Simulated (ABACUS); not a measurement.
# TaN (P-6m2) in ABACUS: further runs

Runs on TaN. Level: PBE. Tasks: equation of state.

Everything below comes from runs of ABACUS 3.10.1. Logs are shortened: lines on timing, memory, paths and dates and some standing lists are left out, and cuts for length are marked.

## (1) The crystal as given

The structure is hexagonal, space group P-6m2 (No. 187). The conventional cell has a = 2.938 Å, b = 2.938 Å, c = 2.883 Å, α = 90.00°, β = 90.00°, γ = 120.00°. Around Ta (site symmetry -6m2) lie 6 N at 2.23 Å. N (site symmetry -6m2) has 6 Ta at 2.23 Å as nearest neighbours.

## (2) Equation of state, PBE, 10.13 Å³/atom (volume scaled by 0.94)

The input, INPUT:

```
INPUT_PARAMETERS
suffix              TaN
calculation         scf
basis_type          lcao
pseudo_dir          ./
orbital_dir         ./
symmetry            1
dft_functional      pbe
ecutwfc             100
pseudo_rcut         10
nspin               1
nbands              13
ks_solver           genelpa
smearing_method     fd
smearing_sigma      0.00367493
scf_thr             1e-07
scf_nmax            100
mixing_type         broyden
mixing_beta         0.7
cal_force           1
cal_stress          1
out_mul             1
```

The input, STRU:

```
ATOMIC_SPECIES
Ta 180.9479 Ta.upf
N 14.0070 N.upf

NUMERICAL_ORBITAL
Ta_confined-atom_7au_3s2p2d1f.orb
N_confined-atom_6au_2s2p1d.orb

LATTICE_CONSTANT
1.8897261246

LATTICE_VECTORS
2.8780239874 0.0000000000 0.0000000000
-1.4390119937 2.4924418858 0.0000000000
0.0000000000 0.0000000000 2.8241467514

ATOMIC_POSITIONS
Direct

Ta
0.0
1
0.0000000000 0.0000000000 0.5000000000 1 1 1

N
0.0
1
0.6666666667 0.3333333333 0.0000000000 1 1 1
```

The input, KPT:

```
K_POINTS
0
Gamma
10 10 9 0 0 0
```

Potentials or basis: PseudoDojo NC SR 0.4.1 PBE standard, DZP LCAO (the cutoffs set its grid).

Started as:

```sh
OMP_NUM_THREADS=1 mpirun -np 4 abacus > log
```

running log:

```text
ABACUS v3.10.1

               Atomic-orbital Based Ab-initio Computation at UStc

 ------------------------------------------------------------------------------------

 READING GENERAL INFORMATION
                           global_out_dir = OUT.TaN/
                           global_in_card = INPUT
                               pseudo_dir = ./
                              orbital_dir = ./
                                    DSIZE = 4
                                    GSIZE = 1

 READING UNITCELL INFORMATION
                                    ntype = 2
                  lattice constant (Bohr) = 1.88973
              lattice constant (Angstrom) = 1

 READING ATOM TYPE 1
                               atom label = Ta
                      L=0, number of zeta = 3
                      L=1, number of zeta = 2
                      L=2, number of zeta = 2
                      L=3, number of zeta = 1
             number of atom for this type = 1

 READING ATOM TYPE 2
                               atom label = N
                      L=0, number of zeta = 2
                      L=1, number of zeta = 2
                      L=2, number of zeta = 1
             number of atom for this type = 1

                        TOTAL ATOM NUMBER = 2
DIRECT COORDINATES
    atom                   x                   y                   z     mag                  vx                  vy                  vz
taud_Ta1            0.0000000000        0.0000000000        0.5000000000  0.0000        0.0000000000        0.0000000000        0.0000000000
taud_N1            0.6666666667        0.3333333333        0.0000000000  0.0000        0.0000000000        0.0000000000        0.0000000000

                          Volume (Bohr^3) = 136.711
                             Volume (A^3) = 20.2584

 Lattice vectors: (Cartesian coordinate: in unit of a_0)
             +2.87802                  +0                  +0
             -1.43901            +2.49244                  +0
                   +0                  +0            +2.82415
 Reciprocal vectors: (Cartesian coordinate: in unit of 2 pi/a_0)
            +0.347461           +0.200606                  -0
                   -0           +0.401213                  -0
                   +0                  -0           +0.354089
 The esolver type has been set to : ksdft_lcao

                PAO radial cut off (Bohr) = 10

 Read in pseudopotential file is Ta.upf
                     pseudopotential type = NC
          exchange-correlation functional = PBE
[... 219 lines left out ...]

Find the coordinate range of the input atom(unit:lat0).
                                  min_tau = [ -17.3, -9.97, -11.3 ]
                                  max_tau = [ 18.7, 10.8, 12.7 ]
                                BoxNumber = [ 9, 9, 9 ]

 SETUP EXTENDED REAL SPACE GRID FOR GRID INTEGRATION
                          real space grid = [ 36, 36, 36 ]
                 big cell numbers in grid = [ 12, 12, 12 ]
             meshcell numbers in big cell = [ 3, 3, 3 ]
                        extended fft grid = [ 18, 18, 16 ]
                dimension of extened grid = [ 49, 49, 45 ]
                            UnitCellTotal = 125
              Atom number in sub-FFT-grid = 2
    Local orbitals number in sub-FFT-grid = 39
                                ParaV.nnr = 33730
                                 init_chg = atomic

 LCAO ALGORITHM --------------- ION=   1  ELEC=   1--------------------------------

 Density error is 0.107243093357
----------------------------------------------------------
     Energy           Rydberg                 eV
----------------------------------------------------------
 E_KohnSham     -150.9328004176      -2053.5461007761
 E_Harris       -151.5182341404      -2061.5113352073
 E_Fermi        1.6257731036         22.1197778646
----------------------------------------------------------
[... 80 lines left out ...]
 Density error is 7.14292323651e-08
----------------------------------------------------------
     Energy           Rydberg                 eV
----------------------------------------------------------
 E_KohnSham     -151.1036067876      -2055.8700406632
 E_KS(sigma->0) -151.1035969011      -2055.8699061500
 E_Harris       -151.1036076569      -2055.8700524902
 E_band         -2.2983459906        -31.2706014472
 E_one_elec     -4.2670669866        -58.0564247648
 E_Hartree      14.7517772082        200.7082256580
 E_xc           -35.9858320094       -489.6123625992
 E_Ewald        -125.6024652268      -1708.9092099309
 E_entropy(-TS) -0.0000197731        -0.0002690263
 E_descf        0.0000000000         0.0000000000
 E_exx          0.0000000000         0.0000000000
 E_Fermi        1.5864399465         21.5846228078
----------------------------------------------------------

 charge density convergence is achieved
 final etot is -2055.8700407 eV
 EFERMI = 21.584622808 eV

 STATE ENERGY(eV) AND OCCUPATIONS    NSPIN == 1
 1/70 kpoint (Cartesian) = 0.0000 0.0000 0.0000 (583 pws)
       1       -46.8812     0.00222222
       2       -13.1859     0.00222222
       3       -12.8882     0.00222222
       4       -12.8882     0.00222222
       5        3.29436     0.00222222
       6        16.6630     0.00222222
       7        16.6630     0.00222222
       8        17.0089     0.00222222
       9        18.5211     0.00222222
      10        24.2967    6.16966e-27
      11        25.4052    1.44967e-36
      12        25.4052    1.44967e-36
      13        25.8882    9.25960e-41
[... 61 lines left out ...]
 6/70 kpoint (Cartesian) = 0.17373 0.30091 0.0000 (572 pws)
       1       -46.7804     0.00666667
       2       -14.1647     0.00666667
       3       -13.1741     0.00666667
       4       -13.0043     0.00666667
       5        5.78796     0.00666667
       6        12.8796     0.00666667
       7        15.9875     0.00666667
       8        17.7784     0.00666667
       9        18.1982     0.00666667
      10        24.7894    9.71484e-31
      11        25.9521    7.73184e-41
      12        27.0660    1.63440e-50
      13        27.2743    2.53298e-52

[... levels at 64 further k points ...]

 correction force for each atom along direction 1 is 0.181940
 correction force for each atom along direction 2 is -0.0898078
 correction force for each atom along direction 3 is 0.00777670
------------------------------------------------------------------------------------------
 TOTAL-FORCE (eV/Angstrom)
------------------------------------------------------------------------------------------
                       Ta1         0.0000000000         0.0000000000         0.0000000000
                        N1         0.0000000000         0.0000000000         0.0000000000
------------------------------------------------------------------------------------------

----------------------------------------------------------------
 TOTAL-STRESS (KBAR)
----------------------------------------------------------------
       292.8395929324         0.0000000000         0.0000000000
         0.0000000000       292.8395929299        -0.0000000000
         0.0000000000         0.0000000000       336.8932261575
----------------------------------------------------------------
 TOTAL-PRESSURE: 307.524137 KBAR

 --------------------------------------------
 !FINAL_ETOT_IS -2055.8700406631760416 eV
 --------------------------------------------
```

Wall time 7.7 s (4 MPI ranks of Intel Xeon at 2.80GHz (Skylake/Cascade Lake), shared host); peak memory 0.4 GiB.

Results:

- Free energy: -2055.8700 eV
- Pressure: 30.8 GPa
- Band gap on the k mesh: none (metal or under the smearing width)
- Mulliken charges: Ta +0.81; N -0.81 e

Caveat: the atomic orbitals were generated for these runs and aren't a published set; Mulliken charges move with the basis; the basis of atomic orbitals isn't converged, which shifts pressures, moduli and gaps.

## (3) Equation of state, PBE, 10.34 Å³/atom (volume scaled by 0.96)

INPUT is that of step 2.

STRU: that of step 2 with these lines changed.

```diff
@@ -12,5 +12,5 @@
 LATTICE_VECTORS
-2.8780239874 0.0000000000 0.0000000000
--1.4390119937 2.4924418858 0.0000000000
-0.0000000000 0.0000000000 2.8241467514
+2.8982924298 0.0000000000 0.0000000000
+-1.4491462149 2.5099948717 0.0000000000
+0.0000000000 0.0000000000 2.8440357641
```

KPT is that of step 2.

Potentials or basis: PseudoDojo NC SR 0.4.1 PBE standard, DZP LCAO (the cutoffs set its grid).

Started as:

```sh
OMP_NUM_THREADS=1 mpirun -np 4 abacus > log
```

Wall time 7.5 s (4 MPI ranks of Intel Xeon at 2.80GHz (Skylake/Cascade Lake), shared host); peak memory 0.4 GiB.

It converged, with:

```
Free energy            : -2055.9399 eV
Pressure               : 21.4 GPa
Band gap on the k mesh : none (metal or under the smearing width)
Mulliken charges       : Ta +0.80; N -0.80 e
```

Caveat: the atomic orbitals were generated for these runs and aren't a published set; Mulliken charges move with the basis; the basis of atomic orbitals isn't converged, which shifts pressures, moduli and gaps.

## (4) Equation of state, PBE, 10.56 Å³/atom (volume scaled by 0.98)

INPUT is that of step 3.

STRU: that of step 3 with these lines changed.

```diff
@@ -12,5 +12,5 @@
 LATTICE_VECTORS
-2.8982924298 0.0000000000 0.0000000000
--1.4491462149 2.5099948717 0.0000000000
-0.0000000000 0.0000000000 2.8440357641
+2.9182812851 0.0000000000 0.0000000000
+-1.4591406425 2.5273057282 0.0000000000
+0.0000000000 0.0000000000 2.8636504237
```

KPT is that of step 3.

Started as:

```sh
OMP_NUM_THREADS=1 mpirun -np 4 abacus > log
```

Wall time 6.8 s (4 MPI ranks of Intel Xeon at 2.80GHz (Skylake/Cascade Lake), shared host); peak memory 0.4 GiB.

Results (log left out):

```yaml
Free_energy: -2055.9859 eV
Pressure: 12.9 GPa
Band_gap_on_the_k_mesh: none (metal or under the smearing width)
Mulliken_charges: Ta +0.79; N -0.79 e
```

Caveat: the atomic orbitals were generated for these runs and aren't a published set; Mulliken charges move with the basis; the basis of atomic orbitals isn't converged, which shifts pressures, moduli and gaps.

## (5) Equation of state, PBE, 10.78 Å³/atom

INPUT is that of step 4.

STRU: that of step 4 with these lines changed.

```diff
@@ -12,5 +12,5 @@
 LATTICE_VECTORS
-2.9182812851 0.0000000000 0.0000000000
--1.4591406425 2.5273057282 0.0000000000
-0.0000000000 0.0000000000 2.8636504237
+2.9380000000 0.0000000000 0.0000000000
+-1.4690000000 2.5443826363 0.0000000000
+0.0000000000 0.0000000000 2.8830000000
```

KPT is that of step 4.

Started as:

```sh
OMP_NUM_THREADS=1 mpirun -np 4 abacus > log
```

Wall time 7.8 s (4 MPI ranks of Intel Xeon at 2.80GHz (Skylake/Cascade Lake), shared host); peak memory 0.4 GiB.

It converged, with:

* Free energy: -2056.0104 eV
* Pressure: 5.4 GPa
* Band gap on the k mesh: none (metal or under the smearing width)
* Mulliken charges: Ta +0.79; N -0.79 e

Caveat: the atomic orbitals were generated for these runs and aren't a published set; Mulliken charges move with the basis; the basis of atomic orbitals isn't converged, which shifts pressures, moduli and gaps.

## (6) Equation of state, PBE, 10.99 Å³/atom (volume scaled by 1.02)

INPUT is that of step 5.

STRU: that of step 5 with these lines changed.

```diff
@@ -12,5 +12,5 @@
 LATTICE_VECTORS
-2.9380000000 0.0000000000 0.0000000000
--1.4690000000 2.5443826363 0.0000000000
-0.0000000000 0.0000000000 2.8830000000
+2.9574575207 0.0000000000 0.0000000000
+-1.4787287603 2.5612333435 0.0000000000
+0.0000000000 0.0000000000 2.9020932717
```

KPT is that of step 5.

Potentials or basis: PseudoDojo NC SR 0.4.1 PBE standard, DZP LCAO (the cutoffs set its grid).

Started as:

```sh
OMP_NUM_THREADS=1 mpirun -np 4 abacus > log
```

Run time: 7.4 s. Hardware: 4 MPI ranks of Intel Xeon at 2.80GHz (Skylake/Cascade Lake), shared host; peak memory 0.4 GiB.

Results (log left out):

```yaml
Free_energy: -2056.0155 eV
Pressure: -1.5 GPa
Band_gap_on_the_k_mesh: none (metal or under the smearing width)
Mulliken_charges: Ta +0.78; N -0.78 e
```

Caveat: the atomic orbitals were generated for these runs and aren't a published set; Mulliken charges move with the basis; the basis of atomic orbitals isn't converged, which shifts pressures, moduli and gaps.

## (7) Equation of state, PBE, 11.21 Å³/atom (volume scaled by 1.04)

INPUT is that of step 6.

STRU: that of step 6 with these lines changed.

```diff
@@ -12,5 +12,5 @@
 LATTICE_VECTORS
-2.9574575207 0.0000000000 0.0000000000
--1.4787287603 2.5612333435 0.0000000000
-0.0000000000 0.0000000000 2.9020932717
+2.9766623284 0.0000000000 0.0000000000
+-1.4883311642 2.5778651949 0.0000000000
+0.0000000000 0.0000000000 2.9209385612
```

KPT is that of step 6.

Started as:

```sh
OMP_NUM_THREADS=1 mpirun -np 4 abacus > log
```

It took 7.5 s on 4 MPI ranks of Intel Xeon at 2.80GHz (Skylake/Cascade Lake), shared host; peak memory 0.4 GiB.

It converged, with:

* Free energy: -2056.0031 eV
* Pressure: -7.6 GPa
* Band gap on the k mesh: none (metal or under the smearing width)
* Mulliken charges: Ta +0.78; N -0.78 e

Caveat: the atomic orbitals were generated for these runs and aren't a published set; Mulliken charges move with the basis; the basis of atomic orbitals isn't converged, which shifts pressures, moduli and gaps.

## (8) Equation of state, PBE, 11.42 Å³/atom (volume scaled by 1.06)

INPUT is that of step 7.

STRU: that of step 7 with these lines changed.

```diff
@@ -12,5 +12,5 @@
 LATTICE_VECTORS
-2.9766623284 0.0000000000 0.0000000000
--1.4883311642 2.5778651949 0.0000000000
-0.0000000000 0.0000000000 2.9209385612
+2.9956224723 0.0000000000 0.0000000000
+-1.4978112361 2.5942851611 0.0000000000
+0.0000000000 0.0000000000 2.9395437670
```

KPT is that of step 7.

Started as:

```sh
OMP_NUM_THREADS=1 mpirun -np 4 abacus > log
```

It took 7.9 s on 4 MPI ranks of Intel Xeon at 2.80GHz (Skylake/Cascade Lake), shared host; peak memory 0.4 GiB.

Results (log left out):

```
Free energy            : -2055.9752 eV
Pressure               : -13.1 GPa
Band gap on the k mesh : none (metal or under the smearing width)
Mulliken charges       : Ta +0.78; N -0.78 e
```

Caveat: the atomic orbitals were generated for these runs and aren't a published set; Mulliken charges move with the basis; the basis of atomic orbitals isn't converged, which shifts pressures, moduli and gaps.

## (9) Equation of state, PBE

Potentials or basis: PseudoDojo NC SR 0.4.1 PBE standard, DZP LCAO (the cutoffs set its grid).

This step only gathers the single runs of the series.

Results:

```yaml
Equilibrium_volume: 10.94 Å³/atom
Bulk_modulus_at_fixed_shape_and_positions: 336 GPa
Pressure_derivative_of_the_bulk_modulus: 4.3
```

Energy against volume, from the lowest point:
```csv
volume (Å³/atom),energy (meV/atom)
10.129,72.71
10.345,37.77
10.560,14.78
10.776,2.54
10.991,0.00
11.207,6.16
11.422,20.16
```

Caveat: the atomic orbitals were generated for these runs and aren't a published set; the cell was scaled at fixed shape and fractional positions, which overstates the stiffness of a crystal with free parameters, most of all of layers and chains; the basis of atomic orbitals isn't converged, which shifts pressures, moduli and gaps. The run has no spin-orbit coupling, so splittings on Ta are missing.
